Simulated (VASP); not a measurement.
# Ge (Cmmm) in VASP: notebook

The runs below take Ge through single point, relaxation of cell and atoms, with HSE(alpha, omega), LDA.

Program: VASP 6.6.1. These are calculated values, not measurements. Logs are shortened: lines on timing, memory, paths and dates and some standing lists are left out, and cuts for length are marked.

## 1. Starting point

Symmetry: Cmmm, No. 65, orthorhombic system. Conventional cell: a = 2.794 Å, b = 5.201 Å, c = 2.698 Å, α = 90.00°, β = 90.00°, γ = 90.00°. Ge (site symmetry mmm) is surrounded by 8 Ge at 2.70 to 2.95 Å.

This isn't the form of Ge at room conditions, which is diamond.

## 2. Single point, HSE(alpha, omega)

POSCAR

```
Ge
1.0
    1.3971490000     -2.6005160000      0.0000000000
    1.3971490000      2.6005160000      0.0000000000
    0.0000000000      0.0000000000      2.6982310000
Ge
1
Direct
    0.5000000000      0.5000000000      0.0000000000
```

INCAR.step1

```
PREC = Accurate
ENCUT = 520
EDIFF = 1E-5
ISMEAR = -1
SIGMA = 0.05
LREAL = False
LASPH = True
NELM = 60
ALGO = Normal
ISIF = 2
LWAVE = True
GGA = PE
```

INCAR.step2

```
PREC = Accurate
ENCUT = 520
EDIFF = 1E-6
ISMEAR = -1
SIGMA = 0.05
LREAL = False
LASPH = True
NELM = 60
ALGO = Normal
ISIF = 2
LWAVE = False
LCHARG = False
GGA = PE
LHFCALC = True
HFSCREEN = 0.2
AEXX = 0.25
PRECFOCK = Fast
ISTART = 1
```

KPOINTS

```
regular mesh
0
Gamma
  6 6 5
```

Potentials or basis: VASP PAW PBE potentials, release 64 (Ge_d).

The run is started by

```sh
$ cat potpaw_PBE.64/Ge_d/POTCAR > POTCAR
$ cp INCAR.step1 INCAR
$ mpirun -np 1 vasp_std > vasp.out
$ cp INCAR.step2 INCAR
$ mpirun -np 1 vasp_std > vasp.out
```

OUTCAR:

```text
PREC = Accurate
   ENCUT = 520
   EDIFF = 1E-6
   ISMEAR = -1
   LREAL = False
   LASPH = True
   NELM = 60
   ISIF = 2
   GGA = PE
   LHFCALC = True
   HFSCREEN = 0.2
   AEXX = 0.25
   PRECFOCK = Fast
   ISTART = 1

 ion  position               nearest neighbor table
   1  0.500  0.500  0.000-

  LATTYP: Found a base centered orthorhombic cell.
 ALAT       =     2.7942980000
 B/A-ratio  =     1.8613018368
 C/A-ratio  =     0.9656203454

  Lattice vectors:

 A1 = (   1.3971490000,  -2.6005160000,   0.0000000000)
 A2 = (   1.3971490000,   2.6005160000,   0.0000000000)
 A3 = (   0.0000000000,   0.0000000000,   2.6982310000)

Analysis of symmetry for initial positions (statically):
=====================================================================
 Subroutine PRICEL returns:
 Original cell was already a primitive cell.

 Routine SETGRP: Setting up the symmetry group for a
 base centered orthorhombic supercell.

 Subroutine GETGRP returns: Found  8 space group operations
 (whereof  8 operations were pure point group operations)
 out of a pool of  8 trial point group operations.

The static configuration has the point symmetry D_2h.

Analysis of symmetry for dynamics (positions and initial velocities):
=====================================================================
 Subroutine PRICEL returns:
 Original cell was already a primitive cell.

 Routine SETGRP: Setting up the symmetry group for a
 base centered orthorhombic supercell.

 Subroutine GETGRP returns: Found  8 space group operations
 (whereof  8 operations were pure point group operations)
 out of a pool of  8 trial point group operations.

The dynamic configuration has the point symmetry D_2h.

 Subroutine INISYM returns: Found  8 space group operations
 (whereof  8 operations are pure point group operations),
 and found     1 'primitive' translations

----------------------------------------------------------------------------------------

                                     Primitive cell

  volume of cell :      19.6070

  direct lattice vectors                    reciprocal lattice vectors
     1.397149000 -2.600516000  0.000000000     0.357871637 -0.192269534  0.000000000
     1.397149000  2.600516000  0.000000000     0.357871637  0.192269534  0.000000000
     0.000000000  0.000000000  2.698231000     0.000000000  0.000000000  0.370613191

  length of vectors
     2.952068562  2.952068562  2.698231000     0.406250763  0.406250763  0.370613191

  position of ions in fractional coordinates (direct lattice)
     0.500000000  0.500000000  0.000000000

  ion indices of the primitive-cell ions
   primitive index   ion index
                 1           1

----------------------------------------------------------------------------------------

 KPOINTS: regular mesh

Automatic generation of k-mesh.
 Grid dimensions read from file:
 generate k-points for:    6    6    5

 Generating k-lattice:

  Cartesian coordinates                     Fractional coordinates (reciprocal lattice)
     0.059645273 -0.032044922  0.000000000     0.166666667  0.000000000  0.000000000
     0.059645273  0.032044922  0.000000000     0.000000000  0.166666667  0.000000000
     0.000000000  0.000000000  0.074122638     0.000000000  0.000000000  0.200000000

  Length of vectors
     0.067708461  0.067708461  0.074122638

  Shift w.r.t. Gamma in fractional coordinates (k-lattice)
     0.000000000  0.000000000  0.000000000

 Subroutine IBZKPT returns following result:
 ===========================================

 Found     39 irreducible k-points:

 Following reciprocal coordinates:
            Coordinates               Weight
  0.000000  0.000000  0.000000      1.000000
  0.166667  0.000000  0.000000      4.000000
  0.333333  0.000000  0.000000      4.000000
  0.500000 -0.000000  0.000000      2.000000
  0.166667  0.166667  0.000000      2.000000
  0.333333  0.166667  0.000000      4.000000
[... 16 lines left out ...]
  0.333333  0.333333  0.200000      4.000000
  0.500000  0.333333  0.200000      8.000000
 [... further k-points ...]
   k-points           NKPTS =     39   k-points in BZ     NKDIM =    180   number of bands    NBANDS=     11
   number of dos      NEDOS =    301   number of ions     NIONS =      1
   total plane-waves  NPLWV =  11520
   dimension x,y,z NGX =    24 NGY =   24 NGZ =   20
   dimension x,y,z NGXF=    48 NGYF=   48 NGZF=   40
   ions per type =               1
   NGX,Y,Z   is equivalent  to a cutoff of  13.52, 13.52, 12.32 a.u.
   NGXF,Y,Z  is equivalent  to a cutoff of  27.03, 27.03, 24.65 a.u.
 SYSTEM =  unknown system
   PREC   = accura    normal or accurate (medium, high low for compatibility)
   ISTART =      1    job   : 0-new  1-cont  2-samecut
   ICHARG =      0    charge: 1-file 2-atom 10-const
   ISPIN  =      1    spin polarized calculation?
   LNONCOLLINEAR =      F non collinear calculations
   LSORBIT =      F    spin-orbit coupling
   LASPH  =      T    aspherical Exc in radial PAW
[... 26 lines left out ...]
   LORBIT       =      0    0 simple, 1 ext, 2 COOP (PROOUT), +10 PAW based schemes
   GGA     = PE    functional components
   LHFCALC =     T    Hartree Fock is set to
   PRECFOCK=fast      Normal, Fast or Accurate (Low or Medium for compatibility)
   ENCUT4O =  -1.0   cutoff for four orbital integrals eV
   NKREDX  =     1    reduce k-point grid by
   NKREDY  =     1    reduce k-point grid by
   NKREDZ  =     1    reduce k-point grid by
   AEXX    =    0.2500 exact exchange contribution
   HFSCREEN=    0.2000 screening length (either q_TF or 0.3 A-1)
   HFSCREENC=   0.2000 screening length for correlation (either q_TF or 0.3 A-1)
   ENCUTFOCK=  -1.0 apply spherical cutoff to Coloumb kernel
   IVDW    =     0    specifies the selected vdW correction
   LEPSILON=     F    determine dielectric tensor
   LRPA    =     F    only Hartree local field effects (RPA)
 non-spin polarized calculation
  energy-cutoff  :      520.00
  volume of cell :       19.61
 maximum number of plane-waves:       542
 NGX is ok and might be reduce to    24
  NGX = 14; NGY = 14; NGZ = 12

 number of electron      14.0000003 magnetization

 Free energy of the ion-electron system (eV)
  ---------------------------------------------------
  ext. energy  EPLUGINS =         0.00000000
  ---------------------------------------------------
  free energy    TOTEN  =        -4.97745926 eV

  energy without entropy =       -4.97352285  energy(sigma->0) =       -4.97549105

 E-fermi :   6.2460     XC(G=0):  -9.0766

 val. band max:        6.1784346750   @ k =   0.5000   0.1667   0.4000
 cond. band min:       6.3129428052   @ k =   0.5000   0.1667   0.0000
 fundamental gap:      0.1345081302
 Fermi energy:         6.2460036363

 k-point     1 :       0.0000    0.0000    0.0000
  band No.  band energies     occupation
      1     -21.9696      2.00000
      2     -21.9323      2.00000
      3     -21.8817      2.00000
      4     -21.7677      2.00000
      5     -21.7379      2.00000
      6      -8.2971      2.00000
      7      13.6790      0.00000
      8      14.2645      0.00000
      9      15.8557      0.00000
     10      17.0385      0.00000
     11      19.5069      0.00000

 k-point     2 :       0.1667    0.0000    0.0000
  band No.  band energies     occupation
      1     -21.9565      2.00000
      2     -21.9067      2.00000
      3     -21.8792      2.00000
      4     -21.7719      2.00000
      5     -21.7499      2.00000
      6      -7.5475      2.00000
      7      10.7238      0.00000
      8      12.8277      0.00000
      9      14.3623      0.00000
     10      17.1164      0.00000
     11      18.6373      0.00000

 k-point     3 :       0.3333    0.0000    0.0000
  band No.  band energies     occupation
      1     -21.9545      2.00000
      2     -21.8870      2.00000
      3     -21.8199      2.00000
      4     -21.7866      2.00000
      5     -21.7679      2.00000
      6      -5.3131      2.00000
      7       4.4063      2.00000
      8      10.9119      0.00000
      9      14.9593      0.00000
     10      16.2309      0.00000
     11      20.4745      0.00000
[... 267 lines left out ...]
 k-point    23 :       0.3333    0.3333    0.2000
  band No.  band energies     occupation
      1     -21.8642      2.00000
      2     -21.8539      2.00000
      3     -21.8221      2.00000
      4     -21.8193      2.00000
      5     -21.8067      2.00000
      6      -0.8567      2.00000
      7       3.3261      2.00000
      8       3.3830      2.00000
      9      12.9675      0.00000
     10      18.1308      0.00000
     11      18.3642      0.00000

 k-point    24 :       0.5000    0.3333    0.2000
  band No.  band energies     occupation
      1     -21.9150      2.00000
      2     -21.8420      2.00000
      3     -21.8322      2.00000
      4     -21.8142      2.00000
      5     -21.7813      2.00000
      6      -2.9318      2.00000
      7       2.5658      2.00000
      8       8.3853      0.00000
      9      11.4880      0.00000
     10      17.3503      0.00000
     11      21.8748      0.00000

 [... further k-points ...]

------------------------ aborting loop because EDIFF is reached ----------------------------------------

  FORCE on cell =-STRESS in cart. coord.  units (eV):
  Direction    XX          YY          ZZ          XY          YZ          ZX
  --------------------------------------------------------------------------------------
  -------------------------------------------------------------------------------------
  Total        0.4207219     -1.1909286      0.5433370      0.0000000      0.0000000      0.0000000
  in kB       34.3790861    -97.3161520     44.3985188      0.0000000      0.0000000      0.0000000
  external PRESSURE =      -6.1795157 kB  Pullay stress =       0.0000000 kB

 VOLUME and BASIS-vectors are now :
 -----------------------------------------------------------------------------
  energy-cutoff  :      520.00
  volume of cell :       19.61
      direct lattice vectors                 reciprocal lattice vectors
     1.397149000 -2.600516000  0.000000000     0.357871637 -0.192269534  0.000000000
     1.397149000  2.600516000  0.000000000     0.357871637  0.192269534  0.000000000
     0.000000000  0.000000000  2.698231000     0.000000000  0.000000000  0.370613191

 POSITION                                       TOTAL-FORCE (eV/Angst)
 -----------------------------------------------------------------------------------
      1.39715      0.00000      0.00000         0.000000      0.000000      0.000000
 -----------------------------------------------------------------------------------
    total drift:                                0.000000      0.000002      0.000000

  FREE ENERGIE OF THE ION-ELECTRON SYSTEM (eV)
  ---------------------------------------------------
  free  energy   TOTEN  =        -4.9774592566 eV

  energy  without entropy=       -4.9735228532  energy(sigma->0) =       -4.97549105
```

It took 14 min on 1 thread of Intel Xeon Platinum 8259CL at 2.50GHz (Skylake/Cascade Lake), shared host; peak memory 0.24 GiB.

What came out:

| Item | Value |
| --- | --- |
| Free energy | -4.9775 eV |
| Pressure | -0.6 GPa |
| Band gap on the k mesh | none (metal or under the smearing width) |

Caveat: the k mesh is coarse (spacing up to 0.47 Å⁻¹), so the values aren't converged, least of all with exact exchange; the PAW data sets were made with another functional, which shifts forces and pressure a little.

## 3. Single point, HSE(alpha, omega)

POSCAR is that of step 2.

INCAR.step1 is that of step 2.

Edit INCAR.step2 of step 2 so:

```diff
@@ -14,3 +14,3 @@
 LHFCALC = True
-HFSCREEN = 0.2
+HFSCREEN = 0.3
 AEXX = 0.25
```

KPOINTS is that of step 2.

Potentials or basis: VASP PAW PBE potentials, release 64 (Ge_d).

The run is started by

```sh
$ cat potpaw_PBE.64/Ge_d/POTCAR > POTCAR
$ cp INCAR.step1 INCAR
$ mpirun -np 1 vasp_std > vasp.out
$ cp INCAR.step2 INCAR
$ mpirun -np 1 vasp_std > vasp.out
```

Wall time 13 min (1 thread of Intel Xeon Platinum 8259CL at 2.50GHz (Skylake/Cascade Lake), shared host); peak memory 0.24 GiB.

It converged, with:

* Free energy: -4.8121 eV
* Pressure: -0.5 GPa
* Band gap on the k mesh: none (metal or under the smearing width)

Stress tensor (GPa, compression positive):
```
 2.85  0.00  0.00
 0.00 -8.28  0.00
 0.00  0.00  3.85
```

Levels at points of the mesh, in eV from the Fermi level:
```csv
k point,band 3,band 4,band 5,band 6,band 7,band 8,band 9,band 10,band 11
"(0.00, 0.00, 0.00)",-27.93,-27.82,-27.79,-14.32,7.26,7.84,9.43,10.63,13.10
"(0.50, 0.00, 0.00)",-27.85,-27.83,-27.82,-8.62,-5.93,3.83,7.82,11.41,17.16
"(0.50, 0.50, 0.00)",-27.86,-27.85,-27.80,-9.57,-6.14,5.71,9.57,10.71,16.56
```

Caveat: the k mesh is coarse (spacing up to 0.47 Å⁻¹), so the values aren't converged, least of all with exact exchange; the PAW data sets were made with another functional, which shifts forces and pressure a little.

## 4. Single point, HSE(alpha, omega)

POSCAR is that of step 3.

INCAR.step1 is that of step 3.

Edit INCAR.step2 of step 3 so:

```diff
@@ -14,3 +14,3 @@
 LHFCALC = True
-HFSCREEN = 0.3
+HFSCREEN = 0.4
 AEXX = 0.25
```

KPOINTS is that of step 3.

The run is started by

```sh
$ cat potpaw_PBE.64/Ge_d/POTCAR > POTCAR
$ cp INCAR.step1 INCAR
$ mpirun -np 1 vasp_std > vasp.out
$ cp INCAR.step2 INCAR
$ mpirun -np 1 vasp_std > vasp.out
```

Run time: 13 min. Hardware: 1 thread of Intel Xeon Platinum 8259CL at 2.50GHz (Skylake/Cascade Lake), shared host; peak memory 0.24 GiB.

Results (log left out):

```
Free energy            : -4.6890 eV
Pressure               : -0.3 GPa
Band gap on the k mesh : none (metal or under the smearing width)
```

Stress tensor (GPa, compression positive):
```
 2.73  0.00  0.00
 0.00 -7.43  0.00
 0.00  0.00  3.76
```

Levels at points of the mesh, in eV from the Fermi level:
| k point | band 5 | band 6 | band 7 | band 8 | band 9 | band 10 |
| --- | --- | --- | --- | --- | --- | --- |
| (0.00, 0.00, 0.00) | -27.59 | -14.08 | 7.12 | 7.69 | 9.28 | 10.50 |
| (0.50, 0.00, 0.00) | -27.63 | -8.46 | -5.80 | 3.72 | 7.72 | 11.26 |
| (0.50, 0.50, 0.00) | -27.60 | -9.40 | -6.01 | 5.60 | 9.46 | 10.56 |

Caveat: the k mesh is coarse (spacing up to 0.47 Å⁻¹), so the values aren't converged, least of all with exact exchange; the PAW data sets were made with another functional, which shifts forces and pressure a little.

## 5. Single point, HSE(alpha, omega)

POSCAR is that of step 4.

INCAR.step1 is that of step 4.

Edit INCAR.step2 of step 4 so:

```diff
@@ -14,3 +14,3 @@
 LHFCALC = True
-HFSCREEN = 0.4
+HFSCREEN = 0.6
 AEXX = 0.25
```

KPOINTS is that of step 4.

The run is started by

```sh
$ cat potpaw_PBE.64/Ge_d/POTCAR > POTCAR
$ cp INCAR.step1 INCAR
$ mpirun -np 1 vasp_std > vasp.out
$ cp INCAR.step2 INCAR
$ mpirun -np 1 vasp_std > vasp.out
```

Wall time 12 min (1 thread of Intel Xeon Platinum 8259CL at 2.50GHz (Skylake/Cascade Lake), shared host); peak memory 0.24 GiB.

It converged, with:

```yaml
Free_energy: -4.5256 eV
Pressure: 0.3 GPa
Band_gap_on_the_k_mesh: none (metal or under the smearing width)
```

Stress tensor (GPa, compression positive):
```
 3.08  0.00  0.00
 0.00 -6.47  0.00
 0.00  0.00  4.22
```

Levels at points of the mesh, in eV from the Fermi level:
```csv
k point,band 3,band 4,band 5,band 6,band 7,band 8,band 9,band 10,band 11
"(0.00, 0.00, 0.00)",-27.35,-27.25,-27.22,-13.64,6.94,7.49,9.06,10.33,12.77
"(0.50, 0.00, 0.00)",-27.28,-27.26,-27.25,-8.22,-5.61,3.60,7.58,11.03,16.82
"(0.50, 0.50, 0.00)",-27.29,-27.27,-27.23,-9.14,-5.83,5.45,9.30,10.33,16.19
```

Caveat: the k mesh is coarse (spacing up to 0.47 Å⁻¹), so the values aren't converged, least of all with exact exchange; the PAW data sets were made with another functional, which shifts forces and pressure a little.

## 6. Relaxation of cell and atoms, LDA

INCAR

```
SYSTEM = Ge
PREC     = Accurate       ! precision mode
ENCUT    = 600            ! plane-wave cutoff, eV
EDIFF    = 1E-6           ! SCF threshold, eV
ISMEAR   = -1             ! smearing method
SIGMA    = 0.05           ! smearing width, eV
LREAL    = .False.        ! projectors in reciprocal space
LASPH    = .True.         ! aspherical terms in the spheres
NELM     = 80             ! most SCF steps
ALGO     = Fast           ! electronic algorithm
ISIF     = 3              ! what is computed and relaxed
LWAVE    = .False.        ! write WAVECAR
LCHARG   = .False.        ! write CHGCAR
GGA      = CA             ! functional
IBRION   = 2              ! ionic algorithm
NSW      = 60             ! ionic steps
EDIFFG   = -0.01          ! ionic threshold
```

KPOINTS

```
regular mesh
0
Gamma
  10 10 8
  0 0 0
```

POSCAR is that of step 5.

Potentials or basis: VASP PAW LDA potentials, release 64 (Ge_d).

The run is started by

```sh
$ cat potpaw_LDA.64/Ge_d/POTCAR > POTCAR
$ mpirun -np 1 vasp_std > vasp.out
```

It took 3 min on 1 thread of Intel Xeon Platinum 8488C (Sapphire Rapids), shared host; peak memory 0.17 GiB.

Results (log left out):

* Free energy: -4.9697 eV
* Relaxed volume: 18.20 Å³/atom
* Relaxed cell: a = 2.948 Å, b = 2.948 Å, c = 2.596 Å, α = 90.00°, β = 90.00°, γ = 126.25°
* Space group after relaxing (to 0.05 Å): Cmmm (No. 65)
* Energy gained by relaxing: 34.8 meV/atom
* Ionic steps: 18
* Pressure after relaxing: 0.0 GPa
* Band gap on the k mesh: none (metal or under the smearing width)

Stress tensor (GPa, compression positive):
```
-0.06  0.00  0.00
 0.00 -0.07  0.00
 0.00  0.00  0.06
```

Step by step:
```csv
step,energy change (eV),largest force (eV/Å),pressure (GPa),volume (Å³)
1,0.0000,0.0000,-4.82,19.61
2,-0.0294,0.0000,0.57,17.98
3,-0.0295,0.0000,0.55,18.05
4,-0.0295,0.0000,0.32,18.12
5,-0.0316,0.0000,-0.21,18.13
6,-0.0330,0.0000,0.35,18.17
7,-0.0343,0.0000,0.22,18.15
8,-0.0346,0.0000,0.02,18.16
9,-0.0347,0.0000,0.30,18.16
10,-0.0347,0.0000,-0.46,18.28
11,-0.0348,0.0000,-0.35,18.21
12,-0.0348,0.0000,0.32,18.19
13,-0.0348,0.0000,0.01,18.20
14,-0.0348,0.0000,-0.14,18.20
15,-0.0348,0.0000,0.34,18.18
16,-0.0348,0.0000,0.15,18.19
17,-0.0348,0.0000,0.09,18.20
18,-0.0348,0.0000,-0.02,18.20
```

Final structure:
```yaml
crystal:
  lattice:
    - [1.33275, -2.62996, 0.00000]
    - [1.33275, 2.62996, 0.00000]
    - [0.00000, 0.00000, 2.59594]
  atoms:
    - { symbol: Ge, position: [0.50000, 0.50000, 0.00000] }
```

Levels at points of the mesh, in eV from the Fermi level:
```csv
k point,band 4,band 5,band 6,band 7,band 8,band 9,band 10,band 11
"(0.00, 0.00, 0.00)",-24.66,-24.63,-13.53,6.35,7.52,9.50,10.53,12.01
"(0.50, 0.00, 0.00)",-24.67,-24.65,-7.89,-5.69,2.99,7.17,11.87,17.57
"(0.50, 0.50, 0.00)",-24.68,-24.64,-9.56,-6.06,6.32,10.30,10.56,16.68
"(0.00, 0.00, 0.50)",-24.72,-24.68,-9.18,-6.18,9.66,12.83,15.63,15.89
"(0.50, 0.00, 0.50)",-24.66,-24.54,-3.03,-2.24,-1.73,3.71,6.31,11.85
"(0.50, 0.50, 0.50)",-24.67,-24.58,-4.91,-2.97,-2.49,3.02,9.67,15.29
```

## 7. The runs side by side

```csv
task,level,potentials or basis,cell,k mesh,cutoff (eV),screening parameter,grid for exact exchange (PRECFOCK),ladder,mesh quality,gap on the mesh (eV),pressure (GPa)
single point,"HSE(alpha, omega)","VASP PAW PBE potentials, release 64 (Ge_d)",as given,6 × 6 × 5,520,0.2,Fast,-,coarse,none,-0.6
single point,"HSE(alpha, omega)","VASP PAW PBE potentials, release 64 (Ge_d)",as given,6 × 6 × 5,520,0.3,Fast,-,coarse,none,-0.5
single point,"HSE(alpha, omega)","VASP PAW PBE potentials, release 64 (Ge_d)",as given,6 × 6 × 5,520,0.4,Fast,-,coarse,none,-0.3
single point,"HSE(alpha, omega)","VASP PAW PBE potentials, release 64 (Ge_d)",as given,6 × 6 × 5,520,0.6,Fast,-,coarse,none,0.3
relaxation of cell and atoms,LDA,"VASP PAW LDA potentials, release 64 (Ge_d)",relaxed,10 × 10 × 8,600,-,-,gaps,not flagged,none,0.0
```

Alike in all rows: no spin polarisation; smearing fermi-dirac 0.05 eV.

Caveats: some runs use coarse meshes; the PAW data sets were made with another functional, which shifts forces and pressure a little (some runs).

Absolute energies hang on the potentials; compare differences alone.
